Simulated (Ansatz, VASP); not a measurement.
**HfO2: VASP beside Ansatz**

```xyz
3
Lattice="0.0000 2.5488 2.5488 2.5488 0.0000 2.5488 2.5488 2.5488 0.0000" Properties=species:S:1:pos:R:3 pbc="T T T"
Hf    0.0000    0.0000    0.0000
O     1.2744    1.2744    1.2744
O     3.8232    3.8232    3.8232
```

Alike in both runs: task single point; functional PBE; k mesh 9 × 9 × 9; occupations fermi-dirac, width 0.02 eV; non-collinear spin, spin-orbit coupling.

```csv
,VASP,Ansatz
version,VASP 6.6.1,Ansatz 0.2.0
potentials or method,"VASP PAW PBE potentials, release 64 (Hf_pv, O)","PAW with Ansatz's default frozen-core files, fully relativistic files with spin-orbit coupling"
plane-wave cutoff (eV),520,420
valence electrons in the cell,22,38
```

|  | VASP | Ansatz | Ansatz less VASP |
| --- | --- | --- | --- |
| gap on the k mesh at the Fermi level (eV) | 3.85 | 3.86 | +0.011 |
| pressure (GPa) | -3.5 | -0.2 | +3.27 |
| net moment per atom (μB) | 0.00 | 0.00 | 0.000 |

The functional is the same, so the differences come from potentials, cutoffs and numerics. The two sets of potentials don't hold the same shells in valence.
